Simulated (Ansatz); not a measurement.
The geometry is COD entry 9004178, unchecked; take it as a test cell. The listed cell was then made from it by scaling, straining or moving an atom.

ZnO: DFT, LDA, PAW with Ansatz's default frozen-core files, scalar-relativistic (Ansatz 0.2.0). What sets it apart from a plain run of this crystal: equal xx and yy strain of +3 %.

Command: `ansatz run input.yaml --threads 1 --pin off --max-ram 6144MiB --backend cpu --events-out ev --progress --plain --runs-dir out` The run took 7.1 s on 1 thread of Arm Neoverse V1 (shared host), peak memory 0.38 GiB.

```yaml
crystal:
  lattice:
    - [3.3468806856, 0.0, 0.0]
    - [-1.6734403428, 2.8984836972, 0.0]
    - [0.0, 0.0, 5.2038]
  atoms:
    - { symbol: Zn, position: [0.3333333333, 0.6666666667, 0.0] }
    - { symbol: Zn, position: [0.6666666667, 0.3333333333, 0.5] }
    - { symbol: O, position: [0.3333333333, 0.6666666667, 0.3821] }
    - { symbol: O, position: [0.6666666667, 0.3333333333, 0.8821] }
kpoints:
  mp_grid: { grid: [11, 11, 6] }
scf:
  occupations: { method: fermi_dirac, width: 0.02 }
hamiltonian:
  xc: lda
  pseudopotentials: { kind: paw }
output:
  forces: true
  stress: true
  eigenvalues: true
  efg: { contact_densities: true }
```

Output:

```
Engine: ansatz 0.2.0
Pseudopotentials: kind: paw
Pseudopotential: Zn, paw, valence charge 12, recommended cutoff 420 eV (normal)
Pseudopotential: O, paw, valence charge 6, recommended cutoff 420 eV (normal)
Functional definition: SPW92
  exchange = slater_x
  correlation = pw_c
Crystal: 4 atoms, lattice volume = 50.481 Å³
Basis set: ecut = 420 eV, 977 PW (Γ)
Bands: 22, of which v1, the nominal top of the filled ones, is band 18 counted from 1 (17 counted from 0)
Symmetry: 12 space group operations
Space group: P63mc (ITA 186), of the structure as read, at distance tolerance 3.7e-5 Å
k-points: 64 of 726 (time reversal used)
Non-local potential: Zn, projectors of the file, l = 0: 2, l = 1: 2, l = 2: 3, l = 3: 1
Non-local potential: O, projectors of the file, l = 0: 2, l = 1: 2, l = 2: 1
PAW form: soft (Blöchl's): semilocal exchange-correlation on the pseudo side does not see the compensation charge
PAW frozen core: Zn, regenerated for the run's functional, and the local potential with it (the file was generated under x = pbe(κ = 0.804, μ = 0.2195149727645171), c = pbe(β = 0.06672455060314922))
PAW frozen core: O, regenerated for the run's functional, and the local potential with it (the file was generated under x = pbe(κ = 0.804, μ = 0.2195149727645171), c = pbe(β = 0.06672455060314922))
PAW one-centre angular grid: Zn, 590 points (default); XC on 64 Gauss nodes
PAW one-centre angular grid: O, 110 points (default); XC on 64 Gauss nodes
Initial density: superposition of atomic densities (neutral atoms: chi_scale 0, normalization atom), corrected by the library's trained network
Initial wavefunctions: pseudopotential atomic-orbital guess
Functional: x = slater, c = lda
SCF iter   1: F=—  HF=-7603.717142 eV  |F-HF|=—  |Δ(HF+E_count)|=         —  Δρ=1.91e-2  dr2=1.63e-1  ethr=1.77e-3  ⟨swp⟩=6.0  Hψ=6162  notcnv=0
preconditioner: auto → Resta (q_TF=auto, 2.579 Å⁻¹)  ε∞=7.7  [insulator: Δε(μ)=0.474 eV  Ē_g=12.080 eV  σ=0.020 eV  W_gap=1.00  n_scr=22 (ndim 8)  ℏωp=31.4 eV  f_vac=0.050  D(μ)=0.00/eV (n_scr^D=0)  ε∞_Penn≈7.7]
SCF iter   2: F=—  HF=-7603.676596 eV  |F-HF|=—  |Δ(HF+E_count)|=   4.05e-2  Δρ=4.20e-3  dr2=3.03e-3  ethr=4.53e-4  ⟨swp⟩=3.0  Hψ=3282  notcnv=0
SCF iter   3: F=—  HF=-7603.675749 eV  |F-HF|=—  |Δ(HF+E_count)|=   8.48e-4  Δρ=2.07e-3  dr2=1.32e-3  ethr=8.42e-6  ⟨swp⟩=2.7  Hψ=2502  notcnv=0
SCF iter   4: F=—  HF=-7603.675389 eV  |F-HF|=—  |Δ(HF+E_count)|=   3.60e-4  Δρ=8.93e-4  dr2=2.60e-4  ethr=3.67e-6  ⟨swp⟩=1.0  Hψ=1408  notcnv=0
SCF iter   5: F=—  HF=-7603.675312 eV  |F-HF|=—  |Δ(HF+E_count)|=   7.66e-5  Δρ=1.73e-4  dr2=1.41e-5  ethr=7.21e-7  ⟨swp⟩=1.5  Hψ=1838  notcnv=0
SCF iter   6: F=—  HF=-7603.675308 eV  |F-HF|=—  |Δ(HF+E_count)|=   4.17e-6  Δρ=5.87e-5  dr2=1.01e-6  ethr=3.91e-8  ⟨swp⟩=2.0  Hψ=2414  notcnv=0
SCF iter   7: F=-7603.675308 eV  HF=-7603.675308 eV  |F-HF|=2.33e-8  |Δ(HF+E_count)|=   2.88e-7  Δρ=1.27e-5  dr2=8.91e-8  ethr=2.78e-10  ⟨swp⟩=5.8  Hψ=6595  notcnv=0
SCF 1 converged in 7 iterations: F = -7603.675308 eV  dr2 = 8.91e-8
  greatest PAW one-centre occupation: 0.987 electrons in one spin orbital (limit 2), on the Zn atom at site 0 (counted from 0), in its partial waves of l = 2
SCF converged after 7 iterations
Free energy (F): -7603.675308 eV
Harris-Foulkes:  -7603.675308 eV  (|F-HF|=2.33e-8)
Internal energy: -7603.675308 eV  (E = F + TS)
E sigma→0 (E₀):  -7603.675308 eV
Fermi energy:    6.234680 eV
--- Per-component energies (eV) ---
  E_band       = 24.536811
  E_kinetic    = 606.126334
  E_local      = -4098.655352  (includes V_loc(G=0)·N_el)
  E_nonlocal   = 1343.644294
  E_hartree    = 1673.017369
  E_xc         = -412.016594
  E_vxc        = -288.537618  (∫ρ·V_xc dr)
  E_paw        = -3815.125906  (= ΣΔE_a)
  E_vpaw       = -884.094551  (= ΣTr[D̂ρ^β])
  E_aug_tail   = 0.004161  (compensation charges beyond the density's cutoff)
  E_ewald      = -2903.977741
  E_core_change = 3.308126  (= ΣΔE_core)
  E_smearing   = -0.000000  (= −TS)
  E_closure    = 0.000000  (closes the sum)
  Σ components = -7603.675308   (vs F -7603.675308, Δ=0.00e0)
--- Forces (eV/Å), atoms counted from 1 ---
  atom   1  Zn     0.00000000     0.00000000    -0.10810851
  atom   2  Zn     0.00000000    -0.00000000    -0.10810851
  atom   3  O      0.00000000    -0.00000000     0.10808377
  atom   4  O      0.00000000     0.00000000     0.10808377
  max |Σ_I F_I| component: 4.95e-5 eV/Å
--- Stress (GPa, compression-positive) ---
      -15.522037       0.000000       0.000000
        0.000000     -15.522037      -0.000000
        0.000000      -0.000000      -9.743414
  P = ⅓ Tr σ = -13.5958 GPa (-135.958 kbar)
--- PAW observables at the nuclei: V_zz in 10²¹ V/m², potentials from the cell's mean, atoms counted from 1 ---
  atom   1  Zn V_zz =    -0.526776   η = 0.0000   by run symmetry: allowed
            electrostatic potential = -3943.799800 V   contact ρ = 165727.932814 e/Å³
  atom   2  Zn V_zz =    -0.526776   η = 0.0000   by run symmetry: allowed
            electrostatic potential = -3943.799800 V   contact ρ = 165727.932814 e/Å³
  atom   3  O  V_zz =    -0.627423   η = 0.0000   by run symmetry: allowed
            electrostatic potential = -622.386986 V   contact ρ = 2125.183087 e/Å³
  atom   4  O  V_zz =    -0.627423   η = 0.0000   by run symmetry: allowed
            electrostatic potential = -622.386986 V   contact ρ = 2125.183087 e/Å³
--- Band table (eV; the first three rows and the last of 64) ---
  k-point 0: bands = ["-11.4294", "-10.6995", "0.4166", "0.4166", "0.4724", "0.5953", "0.5953", "0.7488", "1.3912", "1.3912", "1.5976", "1.5976", "1.8499", "5.0909", "5.0909", "5.8743", "5.8872", "5.8872", "6.5569", "10.6725", "14.0796", "18.0225"]
  k-point 1: bands = ["-11.3827", "-10.7507", "0.4211", "0.4211", "0.4246", "0.5514", "0.5752", "0.5752", "1.4114", "1.4114", "1.5909", "1.5909", "2.2286", "5.1459", "5.1459", "5.2909", "5.8355", "5.8355", "7.2362", "10.5009", "14.2387", "18.0244"]
  k-point 2: bands = ["-11.2536", "-10.8887", "0.3208", "0.3226", "0.4389", "0.4389", "0.5268", "0.5268", "1.4620", "1.4620", "1.5665", "1.5665", "2.9598", "4.5259", "5.2939", "5.2939", "5.6932", "5.6932", "8.2212", "9.9868", "14.7813", "17.2789"]
  k-point 63: bands = ["-10.6327", "-10.6327", "0.3533", "0.3533", "0.6818", "0.6818", "1.0366", "1.0366", "1.4383", "1.4383", "1.8517", "1.8517", "2.3058", "2.3058", "3.4422", "3.4422", "4.8767", "4.8767", "13.0958", "13.0958", "13.8714", "13.8714"]
```
